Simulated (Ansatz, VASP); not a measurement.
## One calculation of LiF, two programs

```
Li F
1.0
     0.00000    1.97289    1.97289
     1.97289    0.00000    1.97289
     1.97289    1.97289    0.00000
Li F
1 1
Cartesian
  0.0000 0.0000 0.0000
  1.9729 1.9729 1.9729
```

Change from the starting cell: volume scaled by 0.94, crystal datasets.

Alike in both runs: task electric field gradients; functional LDA; k mesh 10 × 10 × 10; occupations fermi-dirac, width 0.03 eV; no spin polarisation.

```csv
,VASP,Ansatz
version,VASP 6.6.1,Ansatz 0.2.0
potentials or method,"VASP PAW LDA potentials, release 64 (Li_sv, F), cutoff 520 eV","all-electron PAW with datasets made for the crystal, scalar-relativistic"
```

Ansatz gave:

- gap on the k mesh at the Fermi level (eV): 9.40
- Vzz of the field gradient on the site that differs most (V/Å²): 0.0

Task: What did VASP give for the same quantities?

Result: gap on the k mesh at the Fermi level (eV): 9.41; Vzz of the field gradient on the site that differs most (V/Å²): 0.0.

Ansatz ran all-electron here, so the differences hold the error of VASP's frozen core and of both bases.

 A k mesh can miss the band edges.
